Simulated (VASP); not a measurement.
A run of VASP 6.6.1:

INCAR

```
SYSTEM = GaP
  ALGO = Normal
  DIPOL = 0.5 0.5 0.500
  EDIFF = 1E-7
  ENCUT = 520
  GGA = PS
  IDIPOL = 3
  ISIF = 2
  ISMEAR = 0
  KPAR = 8
  LASPH = .True.
  LCHARG = .True.
  LDIPOL = .True.
  LREAL = .False.
  LVACPOTAV = .True.
  LVHAR = .True.
  LWAVE = .False.
  NELM = 80
  PREC = Accurate
  SIGMA = 0.05
```

Contents of KPOINTS:

```
k-points
0
Gamma
  4 6 1
  0 0 0
```

POSCAR

```
GaP                                     
1.0
    5.4505000000      0.0000000000      0.0000000000
    0.0000000000      3.8540855110      0.0000000000
    0.0000000000      0.0000000000     19.8540855110
  Ga              P             
     3     3
Direct
     0.5371195781689416    0.5000000000000000    0.4208359897108123
     0.9575604151073964    0.0000000000000000    0.5000000000000000
     0.5371195781689416    0.5000000000000000    0.5791640102891876
     0.7517590990078566    0.0000000000000000    0.3927307599781258
     0.2146822305390072    0.5000000000000000    0.5000000000000000
     0.7517590990078566    0.0000000000000000    0.6072692400218740
```

Potentials or basis: VASP PAW PBE potentials, release 64 (Ga_d, P).

The run is started by

```bash
$ cat potpaw_PBE.64/Ga_d/POTCAR potpaw_PBE.64/P/POTCAR > POTCAR
$ mpirun -np 8 vasp_std > vasp.out
```

Hardware: 8 MPI ranks on AMD EPYC 7R13 Processor (Zen 3) (shared host).

Question: Estimate the wall time of this run.

Answer: Run time: 99 s on 8 MPI ranks on AMD EPYC 7R13 Processor (Zen 3) (shared host), peak memory 0.51 GiB a rank. Counts: scf iterations 26, k points 12.
